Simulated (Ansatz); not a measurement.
SnO₂: the gap from level to level

A database entry relaxed whole under r2SCAN at zero pressure (P4_2/mnm, No. 136):

```yaml
crystal:
  lattice:
    - [4.75862, 0.00000, 0.00000]
    - [0.00000, 4.75862, 0.00000]
    - [0.00000, 0.00000, 3.20015]
  atoms:
    - { symbol: Sn, position: [0.00000, 0.00000, 0.00000] }
    - { symbol: Sn, position: [0.50000, 0.50000, 0.50000] }
    - { symbol: O, position: [0.30591, 0.30591, 0.00000] }
    - { symbol: O, position: [0.19409, 0.80591, 0.50000] }
    - { symbol: O, position: [0.69409, 0.69409, 0.00000] }
    - { symbol: O, position: [0.80591, 0.19409, 0.50000] }
```

Its volume is 12.08 Å³ an atom, +1.3 % against the entry's 11.92, a cell as deposited in COD (1971).

Single points on this cell with plane-wave PAW DFT (Ansatz 0.2.0; r2SCAN 500 eV, hybrids 420 eV; fermi-dirac occupations of width 0.020 eV; no moments): r2SCAN on a 6×6×10 Γ-centred mesh; r2SCAN with spin-orbit coupling on a 4×4×6 Γ-centred mesh; HSE06 on a 4×4×6 Γ-centred mesh; PBE0 on a 4×4×6 Γ-centred mesh.

Task: What does each level give for gap and charges?

Result: The runs give:

```
                          level  gap (eV), or kind  pressure (GPa)  Bader charge of Sn (e)  Bader charge of O (e)
                         r2SCAN               1.79             0.0                   +2.62                  -1.31
r2SCAN with spin-orbit coupling               1.80            -0.1                   +2.62                  -1.31
                          HSE06               2.85            -1.4                   +2.63                  -1.31
                           PBE0               3.57            -1.5                   +2.63                  -1.31
```

Under r2SCAN the gap is 1.79 eV, over mesh and band path. HSE06 moves it by +1.06 eV and PBE0 by +1.77 eV; PBE0 keeps its exact exchange at long range, which widens the gap over HSE06's by 0.72 eV on their common mesh. Spin-orbit coupling moves the r2SCAN gap by +0.01 eV.

Caveats: the relaxation kept the start's symmetry; HSE06 is read on its mesh and at the zone's corners, PBE0 on its mesh alone; hybrid pressures are good to a few tenths of a GPa; pressure is positive in compression.
